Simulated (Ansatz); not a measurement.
Input of an Ansatz 0.2.0 run:

The input input.yaml:

```yaml
crystal:
  lattice:
    - [4.613777, 0.0, 0.0]
    - [0.0, 9.563279, 0.0]
    - [0.0, 0.0, 3.119862]
  atoms:
    - { symbol: Al, position: [0.982975, 0.824573, 0.0] }
    - { symbol: Al, position: [0.017025, 0.175427, 0.0] }
    - { symbol: Al, position: [0.482975, 0.675427, 0.5] }
    - { symbol: Al, position: [0.517025, 0.324573, 0.5] }
    - { symbol: O, position: [0.5, 0.5, 0.5] }
    - { symbol: O, position: [0.123635, 0.75305, 0.5] }
    - { symbol: O, position: [0.376365, 0.25305, 0.0] }
    - { symbol: O, position: [0.623635, 0.74695, 0.0] }
    - { symbol: O, position: [0.0, 0.0, 0.0] }
    - { symbol: O, position: [0.876365, 0.24695, 0.5] }
hamiltonian:
  xc: lda
  pseudopotentials: { kind: paw }
kpoints:
  mp_grid: { grid: [5, 3, 7] }
scf:
  occupations: { method: fermi_dirac, width: 0.05 }
output:
  forces: true
  stress: true
  eigenvalues: true
relax:
  f_tol: 0.01
  max_steps: 40
  cell: { stress_tol: 0.05, p_target: 10.0 }
```

Potentials or basis: Ansatz PAW.

The run is started by

```console
$ ansatz run input.yaml --threads 4 --pin off --max-ram 11264MiB --backend cpu --events-out ev --progress --plain --runs-dir out
```

(1) Predict the band gap on the k mesh.

(2) Estimate the space group after relaxing (to 0.05 Å).

## Answers

(1) 4.67 eV, indirect (least direct gap 4.70 eV).

(2) Immm (No. 71).

Caveat: odd divisions of the mesh miss points on the zone boundary, where band edges often lie, so the gap on the mesh can be too wide; the plane-wave basis is chosen anew once the cell has moved, so the energies of steps on either side of that aren't comparable.
